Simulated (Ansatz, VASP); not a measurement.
**TiB2 in VASP and in Ansatz**

```xyz
3
Lattice="3.0493 0.0000 0.0000 -1.5246 2.6407 0.0000 0.0000 0.0000 3.2498" Properties=species:S:1:pos:R:3 pbc="T T T"
Ti    0.0000    0.0000    0.0000
B     1.5246    0.8802    1.6249
B     0.0000    1.7605    1.6249
```

Change from the starting cell: volume scaled by 1.02.

Alike in both runs: task single point; functional PBE; k mesh 10 × 10 × 8; occupations fermi-dirac, width 0.05 eV; no spin polarisation.

```csv
,VASP,Ansatz
version,VASP 6.6.1,Ansatz 0.2.0
potentials or method,"VASP PAW PBE potentials, release 64 (Ti_sv, B), cutoff 520 eV","all-electron LAPW, scalar-relativistic"
```

|  | VASP | Ansatz | Ansatz less VASP |
| --- | --- | --- | --- |
| gap on the k mesh at the Fermi level (eV) | none | none | - |
| pressure (GPa) | -4.4 | -4.6 | -0.16 |
| largest component of the traceless stress (GPa) | 0.42 | 0.44 | +0.016 |

A gap of «none» marks a metal or a gap that the smearing closes. Ansatz ran all-electron here, so the differences hold the error of VASP's frozen core and of both bases.
